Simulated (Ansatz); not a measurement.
The system is Gd.

```
Gd
1.0
    -2.02500    2.02500    2.02500
     2.02500   -2.02500    2.02500
     2.02500    2.02500   -2.02500
Gd
1
Cartesian
  0.0000 0.0000 0.0000
```

This isn't the form of Gd at room conditions, which is hcp.

```yaml
Program: Ansatz 0.2.0
Task: single point
Functional: PBEsol
Potentials_or_basis: Ansatz PAW
Cutoff: "420 eV (not typed: the program's choice for these potentials)"
k_mesh: 9 × 9 × 9
Occupations: fermi-dirac, width 0.05 eV
Spin: collinear spin, ferromagnetic start
Starting_moments: "[7.0] μB"
```

On this cell: pressure -2.3 GPa; net moment 7.61 μB per cell; site moments Gd +7.32 μB; band gap on the k mesh none (metal or under the smearing width).

The same run follows on a disturbed copy (cell strained at random at fixed volume):

```
Gd
1.0
    -2.04397    1.92790    1.96623
     2.03035   -2.06039    2.08509
     2.06449    2.08091   -2.09872
Gd
1
Direct
  0.01011 0.00855 0.01139
```

Q: What does the disturbed cell give?

A: The energy (extrapolated to zero smearing) moves by +11.4 meV/atom; pressure -2.3 GPa; net moment 7.62 μB per cell; site moments Gd +7.31 μB; band gap on the k mesh none (metal or under the smearing width).

Stress tensor (GPa, compression positive):
```
-2.20 -0.24  0.15
-0.24 -2.35  1.56
 0.15  1.56 -2.31
```

Caveats: spin-orbit coupling is left out, which moves the levels of the heavy elements; the PAW data sets come from PBE, with cores solved anew for the run's functional, which leaves a small shift of forces and pressure.
